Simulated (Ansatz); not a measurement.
The system is CsSnI3.

```xyz
5
Lattice="6.2057 0.0000 0.0000 0.0000 6.2057 0.0000 0.0000 0.0000 6.2057" Properties=species:S:1:pos:R:3 pbc="T T T"
Cs    0.0000    0.0000    0.0000
I     3.1029    3.1029    0.0000
I     3.1029    0.0000    3.1029
I     0.0000    3.1029    3.1029
Sn    3.1029    3.1029    3.1029
```

Base run:

```yaml
Program: Ansatz 0.2.0
Functional: PBE
Potentials_or_basis: Ansatz PAW
Cutoff: 420 eV
Density_cutoff: 1680 eV
k_mesh: 5 × 5 × 5
Occupations: fermi-dirac, width 0.05 eV
Spin: no spin polarisation
```

Its results: pressure 0.5 GPa.

The run is repeated on the same cell with these changes: functional from PBE to LDA. What comes out?

Pressure -1.6 GPa.

LDA binds more tightly than PBE, so the same cell stands under less pressure.

Caveats: the cell was measured hot, at 500 K; the PAW data sets come from PBE, with cores solved anew for the run's functional, which leaves a small shift of forces and pressure (some runs).

Not every run made on this cell is shown here.
